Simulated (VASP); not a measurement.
Here is a VASP 6.6.1 calculation.

Contents of INCAR:

```
PREC = Accurate
ENCUT = 520
EDIFF = 1E-6
ISMEAR = 0
SIGMA = 0.01
LREAL = False
LASPH = True
NELM = 100
ALGO = Fast
ISIF = 2
LWAVE = False
LCHARG = False
GGA = PE
IVDW = 12
NBANDS = 46
```

KPOINTS

```
Automatic mesh
0
Gamma
  12 12 2
```

File POSCAR:

```
TiS2
1.0
    3.3590626505      0.0000000000      0.0000000000
   -1.6795313253      2.9090335882      0.0000000000
    0.0000000000      0.0000000000     16.5442933401
Ti S
3 6
Direct
    0.3333333333      0.6666666667      0.5000020634
    0.3333333333      0.6666666667      0.8333640055
    0.3333333333      0.6666666667      0.1666339769
    0.6666666667      0.3333333333      0.5863696806
    0.6666666667      0.3333333333      0.9197272266
    0.6666666667      0.3333333333      0.2530015742
    0.0000000000      0.0000000000      0.7469960635
    0.0000000000      0.0000000000      0.0802707779
    0.0000000000      0.0000000000      0.4136346214
```

Potentials or basis: VASP PAW PBE potentials, release 64 (Ti_sv, S).

Command:

```bash
$ cat potpaw_PBE.64/Ti_sv/POTCAR potpaw_PBE.64/S/POTCAR > POTCAR
$ mpirun -np 1 vasp_std > vasp.out
```

Estimate the band gap on the k mesh.

none (metal or under the smearing width).

Estimate the pressure.

0.0 GPa.

Caveat: pairwise dispersion overbinds metals, which lowers pressure and volume.
